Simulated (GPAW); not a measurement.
# Ir (Fm-3m) in GPAW: settings compared, part 2 of 2

GPAW 26.7.0. Earlier steps stand in the parts before.

### Step 3. Band structure, PBEsol, spin-orbit coupling, no magnetisation

run.py

```python
import numpy as np
from ase import Atoms
from ase.dft.bandgap import bandgap
from ase.io import write
from ase.units import GPa
from gpaw import GPAW, PW, setup_paths
from gpaw.spinorbit import soc_eigenstates

setup_paths.insert(0, '.')

atoms = Atoms(['Ir'],
              cell=[[0.0, 1.9156, 1.9156],
                    [1.9156, 0.0, 1.9156],
                    [1.9156, 1.9156, 0.0]],
              scaled_positions=[[0.0, 0.0, 0.0]],
              pbc=True)

calc = GPAW(mode=PW(600),
            xc='PBEsol',
            kpts={'size': (12, 12, 12), 'gamma': True},
            occupations={'name': 'fermi-dirac', 'width': 0.05},
            nbands=16,
            convergence={'density': 1e-05, 'energy': 1e-05},
            maxiter=150,
            txt='gpaw.txt')
atoms.calc = calc
energy = atoms.get_potential_energy()
forces = atoms.get_forces()
stress = atoms.get_stress()
calc.write('gs.gpw')
write('result.traj', atoms)
print(f'Energy: {energy:.6f} eV')
print('Forces (eV/A):')
print(forces.round(4))
print('Stress (GPa):', (stress / GPa).round(3))
print('Fermi level:', round(calc.get_fermi_level(), 4), 'eV')
print(f'Gap: {bandgap(calc)[0]:.4f} eV, direct: {bandgap(calc, direct=True)[0]:.4f} eV')

path = atoms.cell.bandpath('GXWKGLUWLK,UX', npoints=100, eps=1e-4)
bs_calc = calc.fixed_density(kpts=path, symmetry='off', nbands=24,
                             convergence={'bands': 'CBM+6.0', 'eigenstates': 1e-6}, txt='bands.txt')
bs = bs_calc.band_structure()
bs.write('bs.json')
print(f'Gap on the path: {bandgap(bs_calc)[0]:.4f} eV')

soc = soc_eigenstates(bs_calc, theta=0, phi=0)
np.savetxt('soc_bands.dat', soc.eigenvalues(), fmt='%.4f')
mesh = soc_eigenstates('gs.gpw', theta=0, phi=0)
np.savetxt('soc_mesh.dat', mesh.eigenvalues(), fmt='%.4f')
print('Fermi level with spin-orbit coupling:', round(mesh.fermi_level, 4), 'eV')
```

Potentials or basis: PAW data sets generated in the run's folder for this functional, pw.

The run is started by

```
gpaw-setup -f PBEsol Ir
OMP_NUM_THREADS=1 python run.py
```

It took 17 s on 1 thread of Arm Neoverse V2, shared host; peak memory 0.25 GiB.

It converged, with:

```yaml
Free_energy: -10.3699 eV
Pressure: -2.0 GPa
Band_gap_along_the_path: none (metal or under the smearing width)
```

Levels at the corners of the path, in eV from the Fermi level:
```tsv
point	band 11	band 12	band 13	band 14	band 15	band 16	band 17	band 18
Γ	-4.47	-4.47	-3.59	-3.59	-1.21	-1.21	-1.21	-1.21
X	0.55	0.55	0.97	0.97	1.47	1.47	1.95	1.95
W	-5.12	-5.12	-1.91	-1.91	1.38	1.38	8.06	8.06
K	-3.15	-3.15	-1.05	-1.05	0.55	0.55	6.12	6.12
Γ	-4.47	-4.47	-3.59	-3.59	-1.21	-1.21	-1.21	-1.21
L	-3.77	-3.77	-0.86	-0.86	0.46	0.46	1.10	1.10
U	-3.15	-3.15	-1.05	-1.05	0.55	0.55	6.12	6.12
W	-5.12	-5.12	-1.91	-1.91	1.38	1.38	8.06	8.06
L	-3.77	-3.77	-0.86	-0.86	0.46	0.46	1.10	1.10
K	-3.15	-3.15	-1.05	-1.05	0.55	0.55	6.12	6.12
U	-3.15	-3.15	-1.05	-1.05	0.55	0.55	6.12	6.12
X	0.55	0.55	0.97	0.97	1.47	1.47	1.95	1.95
```

Caveat: spin-orbit coupling was added after a scalar SCF, so levels and gaps hold it while energy, forces, pressure and moments don't; this program's spin-orbit splittings come out too wide for heavy elements.

### Step 4. G0W0 quasiparticle levels, LDA

run.py

```python
import json
import numpy as np
from ase.dft.bandgap import bandgap
from ase.io import write
from ase.spacegroup import crystal
from gpaw import GPAW, PW
from gpaw.response.g0w0 import G0W0

# Ir 4a
atoms = crystal(['Ir'],
                basis=[[0.0, 0.0, 0.0]],
                spacegroup=225, setting=1,  # Fm-3m
                cellpar=[3.8312, 3.8312, 3.8312, 90.0, 90.0, 90.0],
                primitive_cell=True)

calc = GPAW(mode=PW(400),
            xc='LDA',
            kpts={'size': (6, 6, 6), 'gamma': True},
            occupations={'name': 'fermi-dirac', 'width': 0.05},
            nbands=16,
            convergence={'density': 1e-06},
            maxiter=150,
            txt='gpaw.txt')
atoms.calc = calc
energy = atoms.get_potential_energy()
calc.write('gs.gpw')
write('result.traj', atoms)
print(f'Energy: {energy:.6f} eV')
print('Fermi level:', round(calc.get_fermi_level(), 4), 'eV')
print(f'Gap: {bandgap(calc)[0]:.4f} eV, direct: {bandgap(calc, direct=True)[0]:.4f} eV')

calc.diagonalize_full_hamiltonian(nbands=94)
calc.write('full.gpw', mode='all')

ibz = calc.get_ibz_k_points()
gamma = int(np.abs(ibz).sum(1).argmin())
kpts = [gamma]
gw = G0W0(calc='full.gpw',
          filename='gw',
          ecut=200,
          ecut_extrapolation=False,
          kpts=kpts,
          integrate_gamma='WS',
          bands=(4, 12),
          nbands=90,
          frequencies={'type': 'nonlinear', 'domega0': 0.1, 'omega2': 10},
          eta=0.1)
gw.calculate()
results = {mode: {key: np.asarray(r[key]).tolist() for key in ['f', 'eps', 'vxc', 'exx', 'sigma', 'Z', 'qp', 'sigma_eskn']}
           for mode, r in gw.all_results.items()}
json.dump({'kpts': ibz[kpts].tolist(), 'results': results}, open('gw.json', 'w'))
for mode, r in results.items():
    f, qp = np.array(r['f']), np.array(r['qp'])
    print(mode, 'quasiparticle energies (eV):')
    print(qp.round(3))
```

Potentials or basis: the program's PAW data sets (release 1.2.1) made for this functional, pw.

The run is started by

```
OMP_NUM_THREADS=1 python run.py
```

gpaw.txt:

```text
__  _  _
 | _ |_)|_||  |
 |__||  | ||/\| - 26.7.0

Input parameters:
  mode=PW(ecut=400.0),
  convergence={'density': 1e-06},
  kpts=MonkhorstPack(size=(6, 6, 6), gamma=True),
  maxiter=150,
  nbands=16,
  occupations=Occupations(name='fermi-dirac', width=0.05),
  xc=XC(name='LDA')

Diagonalizing LCAO Hamiltonian
Converting LCAO to pw mode

       Ir

Atoms  # Å, Bohr magnetons
|   | symbol |        x |        y |        z |    initial magnetic moments |
|---|--------|----------|----------|----------|-----------------------------|
| 0 |     Ir | 0.000000 | 0.000000 | 0.000000 | ( 0.0000,  0.0000,  0.0000) |

Unit cell  # Å
| periodic |        x |        y |        z |  lengths |    angles |
|----------|----------|----------|----------|----------|-----------|
|      yes | 0.000000 | 1.915600 | 1.915600 | 2.709068 | 60.000000 |
|      yes | 1.915600 | 0.000000 | 1.915600 | 2.709068 | 60.000000 |
|      yes | 1.915600 | 1.915600 | 0.000000 | 2.709068 | 60.000000 |

[... 159 lines left out ...]

SCF iterations
|iter     | |      energy | eigst |  dens |
|---------|-|-------------|-------|-------|
|iter:   1| |  -10.897758 | -0.10 |       |
|iter:   2| |  -10.872707 | -2.96 | -1.43 |
|iter:   3| |  -10.773877 | -2.63 | -1.47 |
|iter:   4| |  -10.778915 | -3.62 | -2.14 |
|iter:   5| |  -10.781682 | -3.44 | -2.41 |
|iter:   6| |  -10.781681c| -6.21 | -3.66 |
|iter:   7| |  -10.781681c| -6.95 | -3.97 |
|iter:   8| |  -10.781681c| -8.60c| -5.63 |
|iter:   9| |  -10.781681c| -9.47c| -6.10c|

Converged in 9 steps
Energy contributions relative to reference atoms: (reference = -484212.237962)

Energy contributions:
  Kinetic:           5.106522
  Coulomb:          -4.515967
  Zero:             -0.313763
  External:          0.000000
  Xc:              -11.053146
  Entropy:          -0.010654
  Spinorbit:         0.000000
  ----------------------------
  Free energy:     -10.787008
  Extrapolated:    -10.781681

dipole moment: (-13.960371, -13.960371, -13.960371)  # |e|*Ang

Fermi level: 14.282
Eigenvalues  # (at kpt = [0.000, 0.000, 0.000])
| band index |      eig [eV] | occ [0-2] |
|------------|---------------|-----------|
|          0 |       -34.740 |     2.000 |
|          1 |       -34.740 |     2.000 |
|          2 |       -34.740 |     2.000 |
|          3 |         3.569 |     2.000 |
|          4 |        10.781 |     2.000 |
|          5 |        10.781 |     2.000 |
[... 8 lines left out ...]
|         14 |        48.722 |     0.000 |
|         15 |        48.722 |     0.000 |

No gap
No difference between direct/indirect transitions
# Writing to gs.gpw (mode='')

Matrix size: 268x268
# Writing to full.gpw (mode='all')
```

stdout:

```text
Energy: -10.781681 eV
Fermi level: 14.2823 eV
Gap: 0.0000 eV, direct: 0.0000 eV
IBZ(<points: 16, symmetries: 48>)
Occupied bands: 9
Calculating eigenvalues:
  k-points: 1
  Bands: 4-11 (inclusive)
HSE06-eigenvalue shifts:
  min: -3.614 eV
  ave: 0.570 eV
  max: 7.398 eV
GW quasiparticle energies (eV):
[[[11.592 11.592 11.592 14.235 14.235 28.996 34.659 34.659]]]
```

gw.w.txt:

```text
NonLinearFrequencyDescriptor(from 0.000 to 235.808 eV, 220 points)
NonLinearFrequencyDescriptor(from 0.000 to 235.808 eV, 220 points)

WARNING:
The current GW implementation cannot handle intraband screening.
This results in poor k-point convergence for metals
[... 132 lines left out ...]
band       f     eps     vxc     exx   sigma  dsigma       Z      qp
                                                                   GW
   4   1.000  10.781 -23.918 -27.532   4.797  -0.458   0.686  11.592
   5   1.000  10.781 -23.918 -27.532   4.797  -0.458   0.686  11.592
   6   1.000  10.781 -23.918 -27.532   4.797  -0.458   0.686  11.592
   7   1.000  13.503 -26.299 -29.209   3.966  -0.441   0.694  14.235
   8   1.000  13.503 -26.299 -29.209   3.966  -0.441   0.694  14.235
   9   0.000  28.703 -12.356  -5.926  -6.071  -0.224   0.817  28.996
  10   0.000  34.323 -12.909  -5.512  -6.971  -0.267   0.789  34.659
  11   0.000  34.323 -12.909  -5.512  -6.971  -0.267   0.789  34.659
```

Wall time 93 s (1 thread of Arm Neoverse V2, shared host); peak memory 0.39 GiB.

Results:

- Free energy: -10.7870 eV
- Band gap on the k mesh: none (metal or under the smearing width)

Levels at points of the mesh, in eV from the Fermi level:
```csv
k point,band 5,band 6,band 7,band 8,band 9,band 10
"(0.00, 0.00, 0.00)",-3.50,-3.50,-3.50,-0.78,-0.78,14.42
"(0.50, 0.50, 0.00)",-6.95,1.31,1.93,1.93,2.14,11.02
"(0.50, 0.50, 0.50)",-3.60,-3.60,-0.32,1.34,1.34,7.76
```

Caveat: the k mesh is coarse (spacing up to 0.47 Å⁻¹), so the values aren't converged; G0W0 is unreliable with partly filled bands; the long-wavelength limit can be off by several per cent where d states take part.

### Step 5. Summary

```csv
task,level,potentials or basis,spin,k mesh,cutoff (eV),band path,band points,spin axis theta (degrees),spin axis phi (degrees),soc after scf,mesh quality,pressure (GPa)
band structure,PBEsol,"PAW data sets generated in the run's folder for this functional, pw",off,12 × 12 × 12,600,"GXWKGLUWLK,UX",100,-,-,-,not flagged,-2.0
band structure,PBEsol,"PAW data sets generated in the run's folder for this functional, pw","SOC, no magnetisation",12 × 12 × 12,600,"GXWKGLUWLK,UX",100,0,0,second variation,not flagged,-2.0
G0W0 quasiparticle levels,LDA,"the program's PAW data sets (release 1.2.1) made for this functional, pw",off,6 × 6 × 6,400,-,-,-,-,-,coarse,-
```

Alike in all rows: cell as given; smearing fermi-dirac 0.05 eV.

Caveats: some runs use coarse meshes; spin-orbit coupling is left out, which moves the levels of the heavy elements (some runs); spin-orbit coupling was added after a scalar SCF, so levels and gaps hold it while energy, forces, pressure and moments don't (some runs); this program's spin-orbit splittings come out too wide for heavy elements (some runs); G0W0 is unreliable with partly filled bands (some runs); the long-wavelength limit can be off by several per cent where d states take part (some runs).

Absolute energies hang on the potentials; compare differences alone.
